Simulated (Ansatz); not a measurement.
The system is HfO2.

```
Hf O
1.0
     0.00000    2.55750    2.55750
     2.55750    0.00000    2.55750
     2.55750    2.55750    0.00000
Hf O
1 2
Direct
  0.00000 0.00000 0.00000
  0.75000 0.75000 0.75000
  0.25000 0.25000 0.25000
```

Measurements of this composition are mostly on another form, of space group No. 14.

Base run:

```yaml
Program: Ansatz 0.2.0
Functional: PBEsol
Potentials_or_basis: Ansatz PAW
Cutoff: 420 eV
Density_cutoff: 1680 eV
k_mesh: 9 × 9 × 9
Occupations: fermi-dirac, width 0.05 eV
Spin: no spin polarisation
Hubbard_terms: Hf d U = 4 eV
```

Its results: band gap on the k mesh 4.40 eV, indirect (least direct gap 4.51 eV); pressure -4.3 GPa.

Problem. The run is repeated on the same cell with these changes: hubbard terms from Hf d U = 4 eV to Hf d U = 3 eV. What comes out?

Solution. Band gap on the k mesh 4.21 eV, indirect (least direct gap 4.32 eV); pressure -5.9 GPa.

Caveats: the k mesh misses the band edges, so the gap on the mesh is wider than the one along the path; spin-orbit coupling is left out, which moves the levels of the heavy elements; the PAW data sets come from PBE, with cores solved anew for the run's functional, which leaves a small shift of forces and pressure.

Not every run made on this cell is shown here.
